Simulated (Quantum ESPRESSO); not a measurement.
Bi:

```
Bi
1.0
    -1.98143    1.98143    1.98143
     1.98143   -1.98143    1.98143
     1.98143    1.98143   -1.98143
Bi
1
Cartesian
  0.0000 0.0000 0.0000
```

This isn't the form of Bi at room conditions, which is rhombohedral.

Base run:

| Property | Result |
| --- | --- |
| Program | Quantum ESPRESSO 7.5 |
| Functional | PBE |
| Potentials or basis | PseudoDojo 0.4.1 SR PBE standard |
| Cutoff | 898 eV |
| Density cutoff | 3592 eV |
| k mesh | 9 × 9 × 9 |
| Occupations | fermi-dirac, width 0.05 eV |
| Spin | no spin polarisation |

Its results: band gap on the k mesh none (metal or under the smearing width); pressure 0.9 GPa.

**Question.** The run is repeated on the same cell with these changes: potentials or basis from PseudoDojo 0.4.1 SR PBE standard to PseudoDojo 0.4 FR PBE standard; spin from no spin polarisation to spin-orbit coupling, no magnetisation. What comes out?

**Answer.** Band gap on the k mesh none (metal or under the smearing width); pressure 2.3 GPa.

Caveats: spin-orbit coupling is left out, which moves the levels of the heavy elements (some runs); some levels on the path didn't converge (some runs).
